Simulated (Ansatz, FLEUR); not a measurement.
# Co: 3 runs at one level of theory

```
CELL_PARAMETERS angstrom
2.48736 0.00000 0.00000
-1.24368 2.15412 0.00000
0.00000 0.00000 4.06329
ATOMIC_POSITIONS crystal
Co 0.33333 0.66667 0.74014
Co 0.66667 0.33333 0.25986
```

Alike in all runs: task band structure; functional PBEsol; k mesh 12 × 12 × 7; occupations fermi-dirac, width 0.05 eV; collinear spin, ferromagnetic start; no spin-orbit coupling. Pressure is positive in compression and, in plane waves, holds the error of the finite cutoff, which Ansatz's Pulay term estimates and takes out.

```tsv
program and potentials	plane-wave cutoff (eV)	notes	band gap (eV)	pressure (GPa)	net moment per atom (μB)	largest force (eV/Å)
FLEUR, all-electron, FLAPW	-	-	no gap	-	1.63	-
Ansatz, all-electron LAPW, scalar-relativistic	-	-	no gap	-9.40	1.63	0.439
Ansatz, PAW datasets made for the crystal	340	-	no gap	-9.40	1.63	0.439
```

Force on atom 1 (Co), eV/Å:

```json
{"program and potentials": "Ansatz, all-electron LAPW, scalar-relativistic", "x": "0.000", "y": "0.000", "z": "0.439"}
{"program and potentials": "Ansatz, PAW datasets made for the crystal", "x": "0.000", "y": "0.000", "z": "0.439"}
```

None finds a gap. The runs that give it agree on the pressure. All agree on the net moment per atom. The state is the one that the start led to, which needn't be the lowest.

The functional is the same throughout but for its coding, so the spread measures potentials, basis and numerics; runs on potential files found faulty are left out.
